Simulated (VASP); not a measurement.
# Sn (Im-3m) in VASP: a series of runs, part 2 of 2

VASP 6.6.1. The steps go on from the part before.

### Step 3. Relaxation of cell and atoms, RPBE

The input, INCAR:

```
SYSTEM = Sn
PREC = Accurate
ENCUT = 600
EDIFF = 1E-7
ISMEAR = -1
SIGMA = 0.05
LREAL = .False.
LASPH = .True.
NELM = 80
ALGO = Normal
ISIF = 3
LWAVE = .False.
LCHARG = .False.
GGA = RP
IBRION = 2
NSW = 60
EDIFFG = -0.01
```

The input, KPOINTS:

```
regular mesh
0
Gamma
  10 10 10
  0 0 0
```

The input, POSCAR:

```
Sn
1.0
   -1.8946518192      1.8946518192      1.8946518192
    1.8946518192     -1.8946518192      1.8946518192
    1.8946518192      1.8946518192     -1.8946518192
Sn
1
Direct
    0.0000000000      0.0000000000      0.0000000000
```

Potentials or basis: VASP PAW PBE potentials, release 64 (Sn_d).

Run with:

```console
$ cat potpaw_PBE.64/Sn_d/POTCAR > POTCAR
$ mpirun -np 1 vasp_std > vasp.out
```

It took 20 s on 1 thread of Intel Xeon 6975P-C (Granite Rapids), shared host; peak memory 0.17 GiB.

Results (log left out):

```
Free energy                            : -3.3972 eV
Relaxed volume                         : 28.47 Å³/atom
Relaxed cell                           : a = 3.332 Å, b = 3.332 Å, c = 3.332 Å, α = 109.47°, β = 109.47°, γ = 109.47°
Space group after relaxing (to 0.05 Å) : Im-3m (No. 229)
Energy gained by relaxing              : 7.6 meV/atom
Ionic steps                            : 3
Pressure after relaxing                : 0.0 GPa
Band gap on the k mesh                 : none (metal or under the smearing width)
```

Step by step:
```tsv
step	energy change (eV)	largest force (eV/Å)	pressure (GPa)	volume (Å³)
1	0.0000	0.0000	2.01	27.20
2	-0.0075	0.0000	-0.14	28.57
3	-0.0076	0.0000	0.00	28.47
```

Final structure:
```xyz
1
Lattice="-1.9235 1.9235 1.9235 1.9235 -1.9235 1.9235 1.9235 1.9235 -1.9235" Properties=species:S:1:pos:R:3 pbc="T T T"
Sn    0.0000    0.0000    0.0000
```

Levels at points of the mesh, in eV from the Fermi level:
```
           k point  band 4  band 5  band 6  band 7  band 8  band 9  band 10  band 11
(0.00, 0.00, 0.00)  -21.47  -21.47  -10.71    7.64    7.64    7.64    12.00    12.00
(0.50, 0.00, 0.00)  -21.47  -21.39   -6.30   -4.17    3.51    5.33     7.71     8.08
(0.50, 0.50, 0.50)  -21.41  -21.41   -2.63   -0.39   -0.39   -0.39     3.83     3.83
```

Caveat: the PAW data sets were made with another functional, which shifts forces and pressure a little.

### Step 4. Relaxation of cell and atoms, revPBE

Changes to INCAR since step 3:

```diff
@@ -13,3 +13,3 @@
 LCHARG = .False.
-GGA = RP
+GGA = RE
 IBRION = 2
```

KPOINTS is that of step 3.

POSCAR is that of step 3.

Run with:

```console
$ cat potpaw_PBE.64/Sn_d/POTCAR > POTCAR
$ mpirun -np 1 vasp_std > vasp.out
```

Run time: 20 s. Hardware: 1 thread of Intel Xeon 6975P-C (Granite Rapids), shared host; peak memory 0.16 GiB.

It converged, with:

* Free energy: -3.4560 eV
* Relaxed volume: 28.21 Å³/atom
* Relaxed cell: a = 3.322 Å, b = 3.322 Å, c = 3.322 Å, α = 109.47°, β = 109.47°, γ = 109.47°
* Space group after relaxing (to 0.05 Å): Im-3m (No. 229)
* Energy gained by relaxing: 4.9 meV/atom
* Ionic steps: 3
* Pressure after relaxing: 0.0 GPa
* Band gap on the k mesh: none (metal or under the smearing width)

The path:
| step | energy change (eV) | largest force (eV/Å) | pressure (GPa) | volume (Å³) |
| --- | --- | --- | --- | --- |
| 1 | 0.0000 | 0.0000 | 1.62 | 27.20 |
| 2 | -0.0049 | 0.0000 | -0.13 | 28.30 |
| 3 | -0.0049 | 0.0000 | 0.00 | 28.21 |

Final structure:
```
Sn
1.0
    -1.91775    1.91775    1.91775
     1.91775   -1.91775    1.91775
     1.91775    1.91775   -1.91775
Sn
1
Direct
  0.00000 0.00000 0.00000
```

Levels at points of the mesh, in eV from the Fermi level:
```
           k point  band 4  band 5  band 6  band 7  band 8  band 9  band 10  band 11
(0.00, 0.00, 0.00)  -21.45  -21.45  -10.78    7.70    7.70    7.70    12.04    12.04
(0.50, 0.00, 0.00)  -21.45  -21.37   -6.32   -4.21    3.53    5.35     7.76     8.13
(0.50, 0.50, 0.50)  -21.39  -21.39   -2.60   -0.40   -0.40   -0.40     3.84     3.84
```

Caveat: the PAW data sets were made with another functional, which shifts forces and pressure a little.

### Step 5. Relaxation of cell and atoms, BLYP

Changes to INCAR since step 4:

```diff
@@ -13,3 +13,7 @@
 LCHARG = .False.
-GGA = RE
+GGA = B5
+ALDAX = 1.0
+AGGAX = 1.0
+AGGAC = 1.0
+ALDAC = 0.0
 IBRION = 2
```

KPOINTS is that of step 4.

POSCAR is that of step 4.

Run with:

```console
$ cat potpaw_PBE.64/Sn_d/POTCAR > POTCAR
$ mpirun -np 1 vasp_std > vasp.out
```

Wall time 35 s (1 thread of Intel Xeon 6975P-C (Granite Rapids), shared host); peak memory 0.17 GiB.

It converged, with:

```
Free energy                            : -2.9329 eV
Relaxed volume                         : 30.77 Å³/atom
Relaxed cell                           : a = 3.419 Å, b = 3.419 Å, c = 3.419 Å, α = 109.47°, β = 109.47°, γ = 109.47°
Space group after relaxing (to 0.05 Å) : Im-3m (No. 229)
Energy gained by relaxing              : 54.8 meV/atom
Ionic steps                            : 3
Pressure after relaxing                : 0.0 GPa
Band gap on the k mesh                 : none (metal or under the smearing width)
```

Step by step:
| step | energy change (eV) | largest force (eV/Å) | pressure (GPa) | volume (Å³) |
| --- | --- | --- | --- | --- |
| 1 | 0.0000 | 0.0000 | 5.42 | 27.20 |
| 2 | -0.0546 | 0.0000 | -0.23 | 30.99 |
| 3 | -0.0548 | 0.0000 | 0.00 | 30.77 |

Final structure:
```
Sn
1.0
    -1.97407    1.97407    1.97407
     1.97407   -1.97407    1.97407
     1.97407    1.97407   -1.97407
Sn
1
Direct
  0.00000 0.00000 0.00000
```

Levels at points of the mesh, in eV from the Fermi level:
| k point | band 3 | band 4 | band 5 | band 6 | band 7 | band 8 | band 9 | band 10 | band 11 |
| --- | --- | --- | --- | --- | --- | --- | --- | --- | --- |
| (0.00, 0.00, 0.00) | -21.44 | -21.34 | -21.34 | -10.22 | 6.67 | 6.67 | 6.67 | 11.98 | 11.98 |
| (0.50, 0.00, 0.00) | -21.35 | -21.35 | -21.28 | -6.39 | -3.68 | 3.09 | 4.98 | 7.60 | 8.12 |
| (0.50, 0.50, 0.50) | -21.30 | -21.30 | -21.30 | -3.35 | -0.34 | -0.34 | -0.34 | 4.29 | 4.29 |

Caveat: the PAW data sets were made with another functional, which shifts forces and pressure a little.

### Step 6. Relaxation of cell and atoms, AM05

Changes to INCAR since step 5:

```diff
@@ -13,7 +13,3 @@
 LCHARG = .False.
-GGA = B5
-ALDAX = 1.0
-AGGAX = 1.0
-AGGAC = 1.0
-ALDAC = 0.0
+GGA = AM
 IBRION = 2
```

KPOINTS is that of step 5.

POSCAR is that of step 5.

Potentials or basis: VASP PAW PBE potentials, release 64 (Sn_d).

Run with:

```console
$ cat potpaw_PBE.64/Sn_d/POTCAR > POTCAR
$ mpirun -np 1 vasp_std > vasp.out
```

It took 23 s on 1 thread of Intel Xeon 6975P-C (Granite Rapids), shared host; peak memory 0.17 GiB.

It converged, with:

```
Free energy                            : -3.9479 eV
Relaxed volume                         : 25.89 Å³/atom
Relaxed cell                           : a = 3.228 Å, b = 3.228 Å, c = 3.228 Å, α = 109.47°, β = 109.47°, γ = 109.47°
Space group after relaxing (to 0.05 Å) : Im-3m (No. 229)
Energy gained by relaxing              : 10.1 meV/atom
Ionic steps                            : 3
Pressure after relaxing                : 0.0 GPa
Band gap on the k mesh                 : none (metal or under the smearing width)
```

Step by step:
```tsv
step	energy change (eV)	largest force (eV/Å)	pressure (GPa)	volume (Å³)
1	0.0000	0.0000	-2.32	27.20
2	-0.0098	0.0000	0.43	25.69
3	-0.0101	0.0000	0.00	25.89
```

Final structure:
```
Sn
1.0
    -1.86351    1.86351    1.86351
     1.86351   -1.86351    1.86351
     1.86351    1.86351   -1.86351
Sn
1
Direct
  0.00000 0.00000 0.00000
```

Levels at points of the mesh, in eV from the Fermi level:
```csv
k point,band 5,band 6,band 7,band 8,band 9,band 10
"(0.00, 0.00, 0.00)",-21.35,-11.44,8.47,8.47,8.47,12.19
"(0.50, 0.00, 0.00)",-21.25,-6.45,-4.67,3.82,5.62,8.21
"(0.50, 0.50, 0.50)",-21.28,-2.17,-0.50,-0.50,-0.50,3.79
```

Caveat: the PAW data sets were made with another functional, which shifts forces and pressure a little.

### Step 7. The reference run

An earlier run on the cell as given: functional PBE; potentials or basis VASP PAW PBE potentials, release 64 (Sn_d); cutoff 520 eV; k mesh 10 × 10 × 10; occupations fermi-dirac, width 0.05 eV; no spin polarisation.

- Pressure: 0.6 GPa
- Band gap on the k mesh: none (metal or under the smearing width)

### Step 8. Summary

```tsv
task	level	cell	cutoff (eV)	gap on the mesh (eV)	pressure (GPa)	relaxed volume (Å³/atom)
relaxation of cell and atoms	PBEsol	relaxed	600	none	0.0	25.98
relaxation of cell and atoms	RPBE	relaxed	600	none	0.0	28.47
relaxation of cell and atoms	revPBE	relaxed	600	none	0.0	28.21
relaxation of cell and atoms	BLYP	relaxed	600	none	0.0	30.77
relaxation of cell and atoms	AM05	relaxed	600	none	0.0	25.89
single point	PBE	as given	520	none	0.6	-
```

Alike in all rows: potentials or basis VASP PAW PBE potentials, release 64 (Sn_d); no spin polarisation; k mesh 10 × 10 × 10; smearing fermi-dirac 0.05 eV.

Caveats: the PAW data sets were made with another functional, which shifts forces and pressure a little (some runs).

Total energies depend on the potentials used, so only differences within one code and one set of settings carry meaning.
